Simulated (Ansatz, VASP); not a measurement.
# Cross-check of Al2O3 (Corundum) between VASP and Ansatz, part 2 of 2

Aim: how closely do two programs agree when they are given the same cell, functional and k mesh? The cell is taken from a series of runs on this material, whose earlier steps may have relaxed, scaled, displaced or heated it; both programs get it as it stands.

VASP 6.6.1 and Ansatz 0.2.0.

So far: Set-up; VASP: dielectric response, PBE.

**3. Ansatz: dielectric response, PBE**

Level of this step: Ansatz beside VASP: Kohn-Sham DFT, plane waves, PBE (Ansatz).

Ansatz runs on its default PAW (the set named soft_2) files.

The same cell, functional and mesh now go to Ansatz, which takes its cutoff from its data sets.

Contents of input.yaml:

```yaml
crystal:
  lattice:
    - [2.38025, 1.3742379782, 4.3318666667]
    - [-2.38025, 1.3742379782, 4.3318666667]
    - [0.0, -2.7484759565, 4.3318666667]
  atoms:
    - { symbol: Al, position: [0.3520012872, 0.3520012872, 0.3520012872] }
    - { symbol: Al, position: [0.1479987128, 0.1479987128, 0.1479987128] }
    - { symbol: Al, position: [0.6479987128, 0.6479987128, 0.6479987128] }
    - { symbol: Al, position: [0.8520012872, 0.8520012872, 0.8520012872] }
    - { symbol: O, position: [0.5559902637, 0.9440097363, 0.25] }
    - { symbol: O, position: [0.25, 0.5559902637, 0.9440097363] }
    - { symbol: O, position: [0.9440097363, 0.25, 0.5559902637] }
    - { symbol: O, position: [0.4440097363, 0.0559902637, 0.75] }
    - { symbol: O, position: [0.75, 0.4440097363, 0.0559902637] }
    - { symbol: O, position: [0.0559902637, 0.75, 0.4440097363] }
kpoints:
  mp_grid: { grid: [6, 6, 6] }
hamiltonian:
  xc: pbe
scf:
  occupations: { method: fixed }
output:
  eigenvalues: true
dielectric: {}
```

On the command line:

```bash
> ansatz run input.yaml --threads 8 --pin off --max-ram 16384MiB --backend cpu --events-out ev --progress --plain --runs-dir out
```

Numbers of over 12 decimals in the logs are rounded to 6 here.

The log of the run:

```text
Engine: ansatz 0.2.0, aarch64-unknown-linux-gnu
Pseudopotentials: kind: paw
Pseudopotential: Al, paw, valence charge 3, recommended cutoff 420 eV (normal), Al.paw.azcp
Pseudopotential: O, paw, valence charge 6, recommended cutoff 420 eV (normal), O.paw.azcp
Functional definition: PBE
  parameter kappa = 0.804
  parameter beta = 0.066725
  exchange = pbe_x(kappa = kappa, mu = beta*pi^2/3)
  correlation = pbe_c(beta = beta)
Crystal: 10 atoms, lattice volume = 85.018 Å³
Basis set: ecut = 420 eV, 1653 PW (Γ), exchange–correlation on 72×72×72 points (8 copies of the dense FFT grid, shifted against one another)
Bands: 34, of which v1, the nominal top of the filled ones, is band 24 counted from 1 (23 counted from 0)
Symmetry: 12 space group operations
k-points: 68 of 216 (irreducible under 2 space group operations, time reversal used)
Non-local potential: Al, projectors of the file, l = 0: 2, l = 1: 2, l = 2: 1
Non-local potential: O, projectors of the file, l = 0: 2, l = 1: 2, l = 2: 1
PAW form: soft (Blöchl's): semilocal exchange-correlation on the pseudo side does not see the compensation charge
PAW one-centre angular grid: Al, 110 points (default); XC on 64 Gauss nodes
PAW one-centre angular grid: O, 110 points (default); XC on 64 Gauss nodes
Initial density: superposition of atomic densities (neutral atoms: chi_scale 0, normalization atom), corrected by the library's trained network
Initial wavefunctions: pseudopotential atomic-orbital guess
Functional: x = pbe(κ = 0.804, μ = 0.219515), c = pbe(β = 0.066725)
SCF iter   1: F=—  HF=-5569.548571 eV  |F-HF|=—  |Δ(HF+E_count)|=         —  Δρ=1.70e-3  dr2=1.18e-3  ethr=1.77e-3  ⟨swp⟩=5.2  Hψ=9275  notcnv=0  defer=501
preconditioner: auto → Resta (q_TF=auto, 2.480 Å⁻¹)  ε∞=3.5  [insulator: Δε(μ)=6.224 eV  Ē_g=17.623 eV  n_scr=20 (ndim 8)  ℏωp=27.9 eV  f_vac=0.000  ε∞_Penn≈3.5]
SCF iter   2: F=—  HF=-5569.549938 eV  |F-HF|=—  |Δ(HF+E_count)|=   1.37e-3  Δρ=8.65e-4  dr2=2.47e-4  ethr=2.46e-6  ⟨swp⟩=2.4  Hψ=4642  notcnv=0  defer=544
SCF iter   3: F=—  HF=-5569.550539 eV  |F-HF|=—  |Δ(HF+E_count)|=   6.01e-4  Δρ=2.46e-4  dr2=2.75e-5  ethr=5.14e-7  ⟨swp⟩=2.0  Hψ=3403  notcnv=0  defer=544
SCF iter   4: F=—  HF=-5569.550584 eV  |F-HF|=—  |Δ(HF+E_count)|=   4.48e-5  Δρ=4.68e-5  dr2=9.83e-7  ethr=5.73e-8  ⟨swp⟩=2.0  Hψ=3352  notcnv=0  defer=504
SCF iter   5: F=—  HF=-5569.550583 eV  |F-HF|=—  |Δ(HF+E_count)|=   2.41e-7  Δρ=8.96e-6  dr2=2.95e-8  ethr=2.05e-9  ⟨swp⟩=2.0  Hψ=3672  notcnv=0  defer=389
SCF iter   6: F=—  HF=-5569.550583 eV  |F-HF|=—  |Δ(HF+E_count)|=   1.41e-9  Δρ=1.98e-6  dr2=2.01e-9  ethr=6.15e-11  ⟨swp⟩=2.0  Hψ=3267  notcnv=0  defer=389
SCF iter   7: F=-5569.550583 eV  HF=-5569.550583 eV  |F-HF|=6.37e-12  |Δ(HF+E_count)|=   1.29e-9  Δρ=3.04e-7  dr2=5.56e-11  ethr=1.00e-12  ⟨swp⟩=10.8  Hψ=13299  notcnv=0
SCF 1 converged in 7 iterations: F = -5569.550583 eV  dr2 = 5.56e-11
  greatest PAW one-centre occupation: 0.859 electrons in one spin orbital (limit 2), on the O atom at site 9 (counted from 0), in its partial waves of l = 0
NSCF: frozen V_eff on 5 k-points
DFPT response loops at Γ: preconditioner auto → none (the input reference at scf.mixing.eps_inf says where Resta's filter doesn't serve); β = 0.50; Broyden in place of MSR1
SCF converged after 7 iterations
Free energy (F): -5569.550583 eV
Harris-Foulkes:  -5569.550583 eV  (|F-HF|=6.37e-12)
Internal energy: -5569.550583 eV  (E = F + TS)
E sigma→0 (E₀):  -5569.550583 eV
Fermi energy:    7.736375 eV
--- Per-component energies (eV) ---
  E_band       = 66.914676
  E_kinetic    = 1184.833094
  E_local      = -1980.624742  (includes V_loc(G=0)·N_el)
  E_nonlocal   = 324.556397
  E_hartree    = 734.790429
  E_xc         = -613.983504
  E_vxc        = -697.605100  (∫ρ·V_xc dr)
  E_paw        = -2822.169882  (= ΣΔE_a)
  E_vpaw       = -233.840929  (= ΣTr[D̂ρ^β])
  E_aug_tail   = 0.015171  (compensation charges beyond the density's cutoff)
  E_ewald      = -2396.967546
  E_smearing   = -0.000000  (= −TS)
  E_closure    = 0.000000  (closes the sum)
  Σ components = -5569.550583   (vs F -5569.550583, Δ=0.00e0)
--- Band table (eV; the first three rows and the last of 68) ---
  k-point 0: bands = [... 20 lower, 7.2476, 7.7067, 7.7067, 7.7364, 13.9683, 16.8928, 18.5225, 19.2942, ... 6 higher]
  k-point 1: bands = [... 20 lower, 7.0561, 7.3975, 7.6664, 7.6890, 14.5976, 17.3977, 18.0875, 18.9550, ... 6 higher]
  k-point 2: bands = [... 20 lower, 6.8968, 7.1963, 7.5172, 7.5558, 15.9095, 17.5774, 17.9093, 18.2732, ... 6 higher]
  k-point 67: bands = [... 20 lower, 7.3708, 7.3708, 7.3708, 7.3708, 16.4236, 16.4236, 18.8835, 18.8835, ... 6 higher]
--- Dielectric response (ions clamped): 2 representative field directions + reference, on 68 of 216 k-points (Σ response iterations 15) ---
  k mesh reduced under 2 symmetry operations, with k and −k counted as one. Each operation leaves every solved perturbation unchanged. A smaller set is not considered because the run solves the response to a homogeneous field
  ε∞ (high-frequency dielectric tensor):
        3.248678     0.000000     0.000000
        0.000000     3.248678     0.000000
        0.000000     0.000000     3.214367
  Born effective charges Z* (e; rows j = field, columns β = displacement):
    site 0:
         2.97994   -0.03184   -0.00000
         0.03184    2.97994    0.00000
         0.00000    0.00000    2.94892
    site 1:
         2.97994    0.03184    0.00000
        -0.03184    2.97994    0.00000
        -0.00000    0.00000    2.94892
    site 2:
         2.97994   -0.03184   -0.00000
         0.03184    2.97994    0.00000
         0.00000    0.00000    2.94892
    site 3:
         2.97994    0.03184    0.00000
        -0.03184    2.97994    0.00000
        -0.00000    0.00000    2.94892
    site 4:
        -2.08694    0.00000   -0.00000
         0.00000   -1.88631    0.27035
         0.00000    0.36324   -1.96595
    site 5:
        -1.93647    0.08688   -0.23413
         0.08688   -2.03678   -0.13518
        -0.31458   -0.18162   -1.96595
    site 6:
        -1.93647   -0.08688    0.23413
        -0.08688   -2.03678   -0.13518
         0.31458   -0.18162   -1.96595
    site 7:
        -2.08694    0.00000   -0.00000
         0.00000   -1.88631    0.27035
         0.00000    0.36324   -1.96595
    site 8:
        -1.93647    0.08688   -0.23413
         0.08688   -2.03678   -0.13518
        -0.31458   -0.18162   -1.96595
    site 9:
        -1.93647   -0.08688    0.23413
        -0.08688   -2.03678   -0.13518
         0.31458   -0.18162   -1.96595
  Z* charge neutrality: 8.577e-5 e pre-enforcement
  k-mesh period / interband length: 28.6 Å / 1.25 Å = 22.92 at k = (0.0000, 0.0000, 0.0000), direct gap 6.232 eV — 14 or more, which is no proof of convergence
```

The column dr2 measures how far the density is from self-consistency, as an energy; F and HF (Harris–Foulkes) agree once it is small.

**4. Differences**

Known differences besides the potentials themselves: fixed occupations in Ansatz, narrow Gaussian smearing in VASP; the cutoff is 420 eV in Ansatz and 520 eV in VASP. Total energies have different zeros and are not compared.

Both answers:

```csv
quantity,Ansatz,VASP,difference
ε∞ xx,3.25,3.24,+0.39 %
ε∞ yy,3.25,3.24,+0.39 %
ε∞ zz,3.21,3.20,+0.40 %
Born charge of Al1 (mean of the diagonal) (e),2.97,2.95,+0.02
Born charge of O5 (mean of the diagonal) (e),-1.98,-1.97,-0.01
```

**5. Summary of results**

| Property | Result |
| --- | --- |
| difference in ε∞ zz (dielectric response, PBE) | 0.40 % |

The difference in ε∞ zz is 0.40 % (dielectric response, PBE), within the 5 % picked in this series as the mark of a large difference. How closely two codes agree says nothing of how well the functional describes the real material.

[Lines on the potential files, build, host, timing and source positions are cut from VASP's logs without a mark.]

[Logs are printed without paths, hosts, clocks, repeated set-up lines and the standing remarks that a program may print on its own settings, such as how far it seeks lower states.]

[Hosts, paths, dates, database ids (printed as entryN), source tags and the programs' standing remarks are cut or masked in the printed files.]
